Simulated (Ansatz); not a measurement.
Ta (space group Im-3m) relaxed with several functionals in Ansatz (plane waves to 420 eV, scalar-relativistic PAW, no spin-orbit coupling, symmetry kept). The database cell has 18.01 Å³/atom; its temperature or method isn't stated, so the comparison with it is no error of the functional. No moments.

```
functional conventional cell V (Å³/atom) against the database cell (%) gap on mesh (eV) largest moment (μB)
       PBE  a = 3.319 Å, b = 3.319 Å, c = 3.319 Å, α = 90.00°, β = 90.00°, γ = 90.00°        18.28                            1.5              0.00                 0.00
    PBEsol a = 3.281 Å, b = 3.281 Å, c = 3.281 Å, α = 90.00°, β = 90.00°, γ = 90.00°        17.65                           -2.0              0.00                 0.00
PBE+D3(BJ) a = 3.285 Å, b = 3.285 Å, c = 3.285 Å, α = 90.00°, β = 90.00°, γ = 90.00°        17.72                           -1.6              0.00                 0.00
```